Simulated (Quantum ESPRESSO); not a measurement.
Crystal: Hf.

```
Hf
1.0
    -1.80500    1.80500    1.80500
     1.80500   -1.80500    1.80500
     1.80500    1.80500   -1.80500
Hf
1
Cartesian
  0.0000 0.0000 0.0000
```

This isn't the form of Hf at room conditions, which is hcp.

Base run:

```yaml
Program: Quantum ESPRESSO 7.5
Functional: PBE
Potentials_or_basis: SG15 PBE 1.2
Cutoff: 884 eV
Density_cutoff: 3537 eV
k_mesh: 10 × 10 × 10
Occupations: fermi-dirac, width 0.05 eV
Spin: no spin polarisation
```

Its results: band gap on the k mesh none (metal or under the smearing width); pressure -4.7 GPa.

Q: The run is repeated on the same cell with these changes: functional from PBE to PBEsol. What comes out?

A: Band gap on the k mesh none (metal or under the smearing width); pressure -8.6 GPa.

PBEsol binds more tightly than PBE, so the same cell stands under less pressure.

Caveats: spin-orbit coupling is left out, which moves the levels of the heavy elements; the potentials were made for another functional, which shifts forces and pressure (some runs).
